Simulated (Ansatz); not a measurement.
# C (P6_3/mmc) in Ansatz: relaxation of cell and atoms with r2SCAN

Aim: the relaxation of cell and atoms of C with r2SCAN.

The COD entry that gives the cell may itself be a prediction, so a difference from it is no test against experiment.

Everything below comes from runs of Ansatz 0.2.0. Logs are shortened: lines on timing, memory, paths and dates and some standing lists are left out, and cuts for length are marked.

## (1) The structure

Symmetry: P6_3/mmc, No. 194, hexagonal system. Conventional cell: a = 2.522 Å, b = 2.522 Å, c = 8.237 Å, α = 90.00°, β = 90.00°, γ = 120.00°. C (site symmetry 3m) has 4 C at 1.54 Å as nearest neighbours. C (site symmetry 3m) has 4 C at 1.54 Å as nearest neighbours.

This is a hexagonal form of diamond, not graphite.

## (2) Relaxation of cell and atoms, r2SCAN

Input file input.yaml:

```yaml
crystal:
  lattice:
    - [2.5221, 0.0, 0.0]
    - [-1.26105, 2.1842026709, 0.0]
    - [0.0, 0.0, 8.2371]
  atoms:
    - { symbol: C, position: [0.6666666667, 0.3333333333, 0.84375] }
    - { symbol: C, position: [0.3333333333, 0.6666666667, 0.34375] }
    - { symbol: C, position: [0.6666666667, 0.3333333333, 0.65625] }
    - { symbol: C, position: [0.3333333333, 0.6666666667, 0.15625] }
    - { symbol: C, position: [0.0, 0.0, 0.90625] }
    - { symbol: C, position: [0.0, 0.0, 0.40625] }
    - { symbol: C, position: [0.0, 0.0, 0.59375] }
    - { symbol: C, position: [0.0, 0.0, 0.09375] }
hamiltonian:
  xc: r2scan
  pseudopotentials: { kind: paw }
kpoints:
  mp_grid: { grid: [12, 12, 4] }
scf:
  occupations: { method: fermi_dirac, width: 0.05 }
output:
  forces: true
  stress: true
  eigenvalues: true
relax:
  f_tol: 0.01
  max_steps: 40
  cell: { stress_tol: 0.05 }
```

Potentials or basis: Ansatz PAW.

Run with:

```console
ansatz run input.yaml --threads 4 --pin off --max-ram 11264MiB --backend cpu --events-out ev --progress --plain --runs-dir out
```

The program printed:

```text
Warning: RAYON_NUM_THREADS=4 ignored (pool sized by the plan → 4); use --threads N
Engine: ansatz 0.2.0, x86_64-unknown-linux-gnu
Pseudopotentials: kind: paw
Pseudopotential: C, paw, valence charge 4, recommended cutoff 500 eV (meta_gga), C.paw.azcp
Functional definition: r2SCAN
  parameter k0 = 0.174
  parameter k1 = 0.065
  parameter a1 = 4.9479
  exchange = r2scan_x(k0 = k0, k1 = k1, a1 = a1)
  correlation = r2scan_c
Crystal: 8 atoms, lattice volume = 45.376 Å³
Basis set: ecut = 500 eV, 1153 PW (Γ), exchange–correlation on 80×80×256 points (64 copies of the dense FFT grid, shifted against one another)
Bands: 24, of which v1, the nominal top of the filled ones, is band 16 counted from 1 (15 counted from 0)
Symmetry: 24 space group operations
Space group: P63/mmc (ITA 194), of the structure as read, at distance tolerance 3.6e-5 Å
k-points: 57 of 576
Non-local potential: C, projectors of the file, l = 0: 2, l = 1: 2, l = 2: 1
PAW form: soft (Blöchl's): semilocal exchange-correlation on the pseudo side does not see the compensation charge
PAW frozen core: C, regenerated for the run's functional (the file was generated under x = pbe(κ = 0.804, μ = 0.2195149727645171), c = pbe(β = 0.06672455060314922))
PAW one-centre angular grid: C, 302 points (default); XC on 239 of its mesh's 2573 points in the sphere
Initial density: superposition of atomic densities (neutral atoms: chi_scale 0, normalization atom), corrected by the library's trained network
Initial wavefunctions: pseudopotential atomic-orbital guess
Functional: x = r2scan, c = r2scan; τ floored in thin density (d = 2e-4 eV/Å³)
SCF iter   1: F=—  HF=-2012.114582 eV  |F-HF|=—  |Δ(HF+E_count)|=         —  Δρ=9.44e-3  dr2=1.34e-2  dr2_τ=1.52e0  ethr=1.77e-3  ⟨swp⟩=5.6  Hψ=6802  notcnv=0  defer=16
preconditioner: auto → none  [insulator: Δε(μ)=4.583 eV  Ē_g=18.008 eV  σ=0.050 eV  W_gap=1.00  n_scr=6 (ndim 8)  ℏωp=31.2 eV  f_vac=0.000  D(μ)=0.00/eV (n_scr^D=0)  ε∞_Penn≈4.0]
SCF iter   2: F=—  HF=-2012.339390 eV  |F-HF|=—  |Δ(HF+E_count)|=   2.25e-1  Δρ=5.79e-3  dr2=4.46e-3  dr2_τ=2.51e-4  ethr=4.17e-5  ⟨swp⟩=2.0  Hψ=3057  notcnv=0  defer=137
SCF iter   3: F=—  HF=-2012.340096 eV  |F-HF|=—  |Δ(HF+E_count)|=   7.06e-4  Δρ=1.47e-3  dr2=1.93e-3  dr2_τ=1.16e-4  ethr=1.39e-5  ⟨swp⟩=2.2  Hψ=1942  notcnv=0  defer=137
SCF iter   4: F=—  HF=-2012.339552 eV  |F-HF|=—  |Δ(HF+E_count)|=   5.43e-4  Δρ=5.08e-4  dr2=7.10e-5  dr2_τ=1.46e-5  ethr=6.03e-6  ⟨swp⟩=2.0  Hψ=1864  notcnv=0  defer=137
SCF iter   5: F=—  HF=-2012.339546 eV  |F-HF|=—  |Δ(HF+E_count)|=   5.96e-6  Δρ=8.91e-5  dr2=1.64e-6  dr2_τ=1.55e-7  ethr=2.22e-7  ⟨swp⟩=2.2  Hψ=1883  notcnv=0  defer=137
SCF iter   6: F=—  HF=-2012.339547 eV  |F-HF|=—  |Δ(HF+E_count)|=   6.03e-7  Δρ=3.37e-5  dr2=1.41e-7  dr2_τ=1.98e-8  ethr=5.13e-9  ⟨swp⟩=2.1  Hψ=2103  notcnv=0  defer=137
SCF iter   7: F=-2012.339547 eV  HF=-2012.339547 eV  |F-HF|=3.19e-9  |Δ(HF+E_count)|=   4.17e-8  Δρ=4.20e-6  dr2=1.90e-9  dr2_τ=7.92e-10  ethr=3.13e-10  ⟨swp⟩=9.4  Hψ=5912  notcnv=0
SCF 1 converged in 7 iterations: F = -2012.339547 eV  dr2 = 1.90e-9
relax step   1: F+E_penalty+E_count = -2012.33954706 eV  Δ(F+E_penalty+E_count) = +0.000e0 eV  max|allowed force component| = 3.587e-1 eV/Å  Δτ_max = 0.0000 Å  P = -1.920 GPa  Ω = 45.376 Å³  (7 SCF iters, dr2 threshold 1.00e-7 eV, accepted)
Crystal: 8 atoms, lattice volume = 45.247 Å³
Basis set: ecut = 500 eV, 1165 PW (Γ), exchange–correlation on 80×80×256 points (64 copies of the dense FFT grid, shifted against one another)
Initial density: handed on by an earlier stage of this run
Initial wavefunctions: those handed on with the density
iter 1 solved again at ethr=7.81e-6 eV; its pass at ethr=3.10e-3 eV (dr2=2.50e-3 eV) is discarded
SCF iter   1: F=—  HF=-2012.353686 eV  |F-HF|=—  |Δ(HF+E_count)|=         —  Δρ=3.08e-3  dr2=2.54e-3  dr2_τ=2.80e-3  ethr=7.81e-6  ⟨swp⟩=2.3  Hψ=9358  notcnv=0
preconditioner: auto → none  [insulator: Δε(μ)=4.746 eV  Ē_g=18.017 eV  σ=0.050 eV  W_gap=1.00  n_scr=6 (ndim 8)  ℏωp=31.2 eV  f_vac=0.000  D(μ)=0.00/eV (n_scr^D=0)  ε∞_Penn≈4.0]
SCF iter   2: F=—  HF=-2012.354899 eV  |F-HF|=—  |Δ(HF+E_count)|=   1.21e-3  Δρ=1.40e-3  dr2=5.24e-4  dr2_τ=5.80e-5  ethr=7.81e-6  ⟨swp⟩=2.2  Hψ=2078  notcnv=0
SCF iter   3: F=—  HF=-2012.354886 eV  |F-HF|=—  |Δ(HF+E_count)|=   1.24e-5  Δρ=7.35e-4  dr2=9.79e-5  dr2_τ=1.22e-5  ethr=1.64e-6  ⟨swp⟩=2.1  Hψ=1976  notcnv=0
SCF iter   4: F=—  HF=-2012.354918 eV  |F-HF|=—  |Δ(HF+E_count)|=   3.15e-5  Δρ=1.06e-4  dr2=1.61e-6  dr2_τ=8.26e-8  ethr=3.06e-7  ⟨swp⟩=2.2  Hψ=2143  notcnv=0
SCF iter   5: F=-2012.354919 eV  HF=-2012.354919 eV  |F-HF|=5.01e-8  |Δ(HF+E_count)|=   1.29e-6  Δρ=1.98e-5  dr2=1.39e-7  dr2_τ=1.62e-8  ethr=2.50e-9  ⟨swp⟩=7.1  Hψ=6676  notcnv=0
SCF 2 converged in 5 iterations: F = -2012.354919 eV  dr2 = 1.39e-7
relax step   2: F+E_penalty+E_count = -2012.35491893 eV  Δ(F+E_penalty+E_count) = -1.537e-2 eV  max|allowed force component| = 4.070e-1 eV/Å  Δτ_max = 0.0080 Å  P = -0.826 GPa  Ω = 45.247 Å³  energy of the carried Pulay correction = +6.074e-5 eV  (5 SCF iters, dr2 threshold 8.00e-7 eV, accepted)
Crystal: 8 atoms, lattice volume = 45.220 Å³
iter 1 solved again at ethr=5.68e-7 eV; its pass at ethr=3.10e-3 eV (dr2=1.82e-4 eV) is discarded
SCF iter   1: F=—  HF=-2012.360390 eV  |F-HF|=—  |Δ(HF+E_count)|=         —  Δρ=7.80e-4  dr2=1.60e-4  dr2_τ=2.97e-4  ethr=5.68e-7  ⟨swp⟩=2.1  Hψ=8287  notcnv=0
preconditioner: auto → none  [insulator: Δε(μ)=4.751 eV  Ē_g=18.025 eV  σ=0.050 eV  W_gap=1.00  n_scr=6 (ndim 8)  ℏωp=31.2 eV  f_vac=0.000  D(μ)=0.00/eV (n_scr^D=0)  ε∞_Penn≈4.0]
SCF iter   2: F=—  HF=-2012.360487 eV  |F-HF|=—  |Δ(HF+E_count)|=   9.65e-5  Δρ=3.63e-4  dr2=3.34e-5  dr2_τ=3.94e-6  ethr=5.01e-7  ⟨swp⟩=2.2  Hψ=2067  notcnv=0
SCF iter   3: F=—  HF=-2012.360487 eV  |F-HF|=—  |Δ(HF+E_count)|=   4.43e-7  Δρ=2.02e-4  dr2=5.40e-6  dr2_τ=6.23e-7  ethr=1.04e-7  ⟨swp⟩=2.1  Hψ=1975  notcnv=0
[... 17 lines left out ...]
SCF iter   1: F=—  HF=-2012.362117 eV  |F-HF|=—  |Δ(HF+E_count)|=         —  Δρ=9.35e-5  dr2=2.63e-6  dr2_τ=4.19e-6  ethr=9.73e-9  ⟨swp⟩=2.1  Hψ=7607  notcnv=0
preconditioner: auto → none  [insulator: Δε(μ)=4.799 eV  Ē_g=18.038 eV  σ=0.050 eV  W_gap=1.00  n_scr=6 (ndim 8)  ℏωp=31.3 eV  f_vac=0.000  D(μ)=0.00/eV (n_scr^D=0)  ε∞_Penn≈4.0]
SCF iter   2: F=—  HF=-2012.362117 eV  |F-HF|=—  |Δ(HF+E_count)|=   3.73e-7  Δρ=4.10e-5  dr2=4.93e-7  dr2_τ=3.98e-8  ethr=8.22e-9  ⟨swp⟩=2.1  Hψ=1999  notcnv=0
SCF iter   3: F=—  HF=-2012.362117 eV  |F-HF|=—  |Δ(HF+E_count)|=   4.04e-8  Δρ=1.92e-5  dr2=9.72e-8  dr2_τ=1.23e-8  ethr=1.54e-9  ⟨swp⟩=2.1  Hψ=2005  notcnv=0
SCF iter   4: F=-2012.362117 eV  HF=-2012.362117 eV  |F-HF|=1.00e-9  |Δ(HF+E_count)|=   5.23e-9  Δρ=3.56e-6  dr2=2.23e-9  dr2_τ=9.33e-11  ethr=9.57e-11  ⟨swp⟩=5.4  Hψ=4841  notcnv=0
SCF 5 converged in 4 iterations: F = -2012.362117 eV  dr2 = 2.23e-9
relax step   5: F+E_penalty+E_count = -2012.36211698 eV  Δ(F+E_penalty+E_count) = -9.949e-6 eV  max|allowed force component| = 1.838e-3 eV/Å  Δτ_max = 0.0002 Å  P = -0.004 GPa  Ω = 45.172 Å³  energy of the carried Pulay correction = +9.594e-5 eV  (4 SCF iters, dr2 threshold 3.06e-8 eV, accepted)
Initial wavefunctions: pseudopotential atomic-orbital guess (no wavefunctions were taken with the density)
iter 1 solved again at ethr=7.42e-9 eV; its pass at ethr=3.10e-3 eV (dr2=2.37e-6 eV) is discarded
SCF iter   1: F=—  HF=-2012.362016 eV  |F-HF|=—  |Δ(HF+E_count)|=         —  Δρ=1.93e-5  dr2=1.69e-8  dr2_τ=4.50e-8  ethr=7.42e-9  ⟨swp⟩=4.2  Hψ=11067  notcnv=0
SCF iter   2: F=—  HF=-2012.362016 eV  |F-HF|=—  |Δ(HF+E_count)|=   1.28e-7  Δρ=9.86e-6  dr2=4.21e-9  dr2_τ=2.23e-9  ethr=5.28e-11  ⟨swp⟩=2.6  Hψ=2357  notcnv=0
SCF iter   3: F=—  HF=-2012.362016 eV  |F-HF|=—  |Δ(HF+E_count)|=   2.63e-8  Δρ=5.61e-7  dr2=1.17e-10  dr2_τ=1.34e-11  ethr=1.31e-11  ⟨swp⟩=2.0  Hψ=2280  notcnv=0
SCF iter   4: F=-2012.362016 eV  HF=-2012.362016 eV  |F-HF|=9.09e-13  |Δ(HF+E_count)|=  9.09e-12  Δρ=1.93e-7  dr2=9.40e-12  dr2_τ=9.69e-13  ethr=1.00e-12  ⟨swp⟩=6.3  Hψ=4974  notcnv=0
SCF 6 converged in 4 iterations: F = -2012.362016 eV  dr2 = 9.40e-12
relax step   6: F+E_penalty+E_count = -2012.36201569 eV  Δ(F+E_penalty+E_count) = +1.013e-4 eV  max|allowed force component| = 1.720e-3 eV/Å  Δτ_max = 0.0000 Å  P = -0.000 GPa  Ω = 45.172 Å³  stress off target by 5.16e-3 GPa  SCF on the basis re-selected at this cell (its energy is not comparable with the rows above)  (4 SCF iters)
basis re-selected at this cell: Δ(F+E_penalty+E_count) = +1.013e-4 eV, ΔP = +0.004 GPa vs the last step (what re-selecting the basis moved, of the pressure what is left beyond the Pulay correction that the steps carried, after the strain that the cell walked since its last selection, with what the two solves' SCF thresholds leave and, on support functions, any second-order correction that the steps lacked; it is no measure of the basis error at this ecutwfc). This SCF's stress stands 5.16e-3 GPa from its target on what of the cell is left free (relax.cell.stress_tol is 5.00e-2 GPa) and its largest allowed force component is 1.72e-3 eV/Å (relax.f_tol is 1.00e-2 eV/Å): within both
SCF converged after 4 iterations
Free energy (F): -2012.362016 eV
Harris-Foulkes:  -2012.362016 eV  (|F-HF|=9.09e-13)
Internal energy: -2012.362016 eV  (E = F + TS)
E sigma→0 (E₀):  -2012.362016 eV
Fermi energy:    15.866829 eV
--- Per-component energies (eV) ---
  E_band       = 122.683524
  E_kinetic    = 737.782643
  E_local      = -485.185714  (includes V_loc(G=0)·N_el)
  E_nonlocal   = 210.378506
  E_hartree    = 107.373817
  E_xc         = -383.808752
  E_vxc        = -530.387476  (∫ρ·V_xc dr)
  E_paw        = -805.827234  (= ΣΔE_a)
  E_vpaw       = -52.639601  (= ΣTr[D̂ρ^β])
  E_aug_tail   = 0.000034  (compensation charges beyond the density's cutoff)
  E_vtau       = 27.987478  (kinetic-family band-sum trace: ∫τ·v_τ [+ j·A + Jᵃ·Aᵃ] dr)
  E_ewald      = -1392.877125
  E_core_change = -0.198190  (= ΣΔE_core)
  E_smearing   = -0.000000  (= −TS)
  E_closure    = 0.000000  (closes the sum)
  Σ components = -2012.362016   (vs F -2012.362016, Δ=0.00e0)
--- Forces (eV/Å), atoms counted from 1 ---
  atom   1  C      0.00000000    -0.00000000    -0.00045515
  atom   2  C      0.00000000     0.00000000    -0.00045515
  atom   3  C      0.00000000    -0.00000000     0.00045515
  atom   4  C      0.00000000     0.00000000     0.00045515
  atom   5  C      0.00000000     0.00000000    -0.00171960
  atom   6  C      0.00000000    -0.00000000    -0.00171960
  atom   7  C      0.00000000     0.00000000     0.00171960
  atom   8  C      0.00000000    -0.00000000     0.00171960
  max |Σ_I F_I| component: 2.78e-16 eV/Å
--- Stress (GPa, compression-positive) ---
        0.002565       0.000000       0.000000
        0.000000       0.002565       0.000000
        0.000000       0.000000      -0.005163
  P = ⅓ Tr σ = -0.0000 GPa (-0.000 kbar)
--- Band table (eV; the first three rows and the last of 57) ---
  k-point 0: bands = ["-9.3794", "-7.6643", "-7.5495", "-3.5225", "-0.7152", "6.2178", "6.3289", "10.3848", "10.3848", "11.5516", "11.5516", "11.6642", "11.6642", "13.2756", "13.5077", "13.5077", "19.0996", "19.0996", "19.2749", "21.0324", "21.0324", "21.5416", "21.8830", "21.8830"]
  k-point 1: bands = ["-9.2676", "-8.3788", "-6.6316", "-4.2610", "0.2128", "4.0639", "8.5314", "10.4662", "10.4662", "11.0929", "11.0929", "12.2072", "12.2072", "12.4924", "13.3085", "13.3085", "19.3351", "19.3351", "19.7409", "20.6102", "20.6102", "21.2748", "22.1984", "22.1984"]
  k-point 2: bands = ["-8.9330", "-8.9330", "-5.4840", "-5.4840", "1.9985", "1.9985", "10.6989", "10.6989", "10.7064", "10.7064", "10.7064", "10.7064", "12.8146", "12.8146", "12.8146", "12.8146", "19.9194", "19.9194", "19.9194", "19.9194", "20.5992", "20.5992", "22.2874", "22.2874"]
  k-point 56: bands = ["-1.6782", "-1.6782", "-1.4542", "-1.4542", "1.0811", "1.0811", "1.7685", "1.7685", "3.6055", "3.6055", "4.5122", "4.5122", "7.7419", "7.7419", "8.1221", "8.1221", "18.9651", "18.9651", "23.7630", "23.7630", "24.8500", "24.8500", "25.9152", "25.9152"]
--- Relaxed structure (5 steps of the walk, 5 accepted, 1 SCFs on fresh bases) ---
  F+E_penalty+E_count = -2012.36201569 eV   max|allowed force component| = 1.720e-3 eV/Å   (the final SCF, on the basis selected at the relaxed cell)
  cell:  # Å, volume = 45.1722 Å³
    - [2.509842457996839, -1.7732298886709582e-37, 0.0]
    - [-1.2549212289984195, 2.17358732812204, 0.0]
    - [0.0, 0.0, 8.28032549129803]
  atoms:
    - { symbol: C, position: [0.6666666666666667, 0.3333333333333333, 0.8445035734482171] }
    - { symbol: C, position: [0.3333333333333333, 0.6666666666666667, 0.34450357344821697] }
    - { symbol: C, position: [0.6666666666666667, 0.3333333333333333, 0.655496426551783] }
    - { symbol: C, position: [0.3333333333333333, 0.6666666666666667, 0.155496426551783] }
    - { symbol: C, position: [1.6271779993914034e-33, 2.3779809392171914e-33, 0.9070660329586567] }
    - { symbol: C, position: [-1.0097292611728102e-33, -2.3247082878171927e-33, 0.4070660329586566] }
    - { symbol: C, position: [2.3049751171372126e-33, 2.1061067182792664e-33, 0.5929339670413435] }
    - { symbol: C, position: [-2.2152369800963525e-33, -2.2953164801482276e-33, 0.09293396704134346] }
```

It took 11 s on 4 threads of Intel Xeon Platinum 8259CL at 2.50GHz (Skylake/Cascade Lake), shared host; peak memory 0.56 GiB.

Results:

```yaml
Free_energy: -2012.3620 eV
Relaxed_volume: 5.65 Å³/atom
Relaxed_cell: a = 2.510 Å, b = 2.510 Å, c = 8.280 Å, α = 90.00°, β = 90.00°, γ = 120.00°
Space_group_after_relaxing_to_0.05_Å: P6_3/mmc (No. 194)
Energy_gained_by_relaxing: 2.8 meV/atom
Ionic_steps: 6
Pressure_after_relaxing: 0.0 GPa
Band_gap_on_the_k_mesh: 4.80 eV, indirect (least direct gap 5.59 eV)
```

Step by step:
| step | energy change (eV) | largest force (eV/Å) | volume (Å³) |
| --- | --- | --- | --- |
| 1 | 0.0000 | 0.3587 | 45.38 |
| 2 | -0.0154 | 0.4070 | 45.25 |
| 3 | -0.0209 | 0.2142 | 45.22 |
| 4 | -0.0226 | 0.0150 | 45.17 |
| 5 | -0.0226 | 0.0018 | 45.17 |
| 6 | -0.0225 | 0.0017 | 45.17 |

Final structure:
```cif
data_structure
_symmetry_space_group_name_H-M 'P 1'
_symmetry_Int_Tables_number 1
_cell_length_a 2.5098
_cell_length_b 2.5098
_cell_length_c 8.2803
_cell_angle_alpha 90.000
_cell_angle_beta 90.000
_cell_angle_gamma 120.000
_cell_volume 45.17
loop_
_atom_site_label
_atom_site_type_symbol
_atom_site_fract_x
_atom_site_fract_y
_atom_site_fract_z
_atom_site_occupancy
C1 C 0.66667 0.33333 0.84450 1
C2 C 0.33333 0.66667 0.34450 1
C3 C 0.66667 0.33333 0.65550 1
C4 C 0.33333 0.66667 0.15550 1
C5 C 0.00000 0.00000 0.90707 1
C6 C 0.00000 0.00000 0.40707 1
C7 C 0.00000 0.00000 0.59293 1
C8 C 0.00000 0.00000 0.09293 1
```

Levels at points of the mesh, in eV from the valence-band top:
```
             k point  band 14  band 15  band 16  band 17  band 18  band 19
  (0.00, 0.00, 0.00)    -0.23     0.00     0.00     5.59     5.59     5.77
 (0.00, 0.00, -0.50)    -0.69    -0.69    -0.69     6.41     6.41     6.41
 (0.00, -0.50, 0.00)    -4.98    -3.89    -3.16     4.87     5.86     6.35
(0.00, -0.50, -0.50)    -5.01    -3.89    -3.89     5.23     5.23     7.39
```

Caveat: the plane-wave basis is chosen anew once the cell has moved, so the energies of steps on either side of that aren't comparable; the PAW data sets come from PBE, with cores solved anew for the run's functional, which leaves a small shift of forces and pressure.
